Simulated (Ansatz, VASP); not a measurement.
**Re: VASP beside Ansatz**

```
Re
1.0
     2.76639    0.00000    0.00000
    -1.38319    2.39576    0.00000
     0.00000    0.00000    8.93885
Re
4
Direct
  0.66667 0.33333 0.75000
  0.00000 0.00000 0.50000
  0.33333 0.66667 0.25000
  0.00000 0.00000 0.00000
```

Alike in both runs: task single point; functional PBE; k mesh 11 × 11 × 3; occupations fermi-dirac, width 0.05 eV; no spin polarisation.

```csv
,VASP,Ansatz
version,VASP 6.6.1,Ansatz 0.2.0
potentials or method,"VASP PAW PBE potentials, release 64 (Re)",Ansatz PAW
plane-wave cutoff (eV),520,600
valence electrons in the cell,28,60
```

```tsv
	VASP	Ansatz	Ansatz less VASP
gap on the k mesh at the Fermi level (eV)	none	none	-
pressure (GPa)	2.9	3.3	+0.43
largest component of the traceless stress (GPa)	0.27	0.32	+0.052
```

A gap of «none» marks a metal or a gap that the smearing closes. The two sets of potentials don't hold the same shells in valence.

Spin-orbit coupling is left out, which matters for the levels of Re.
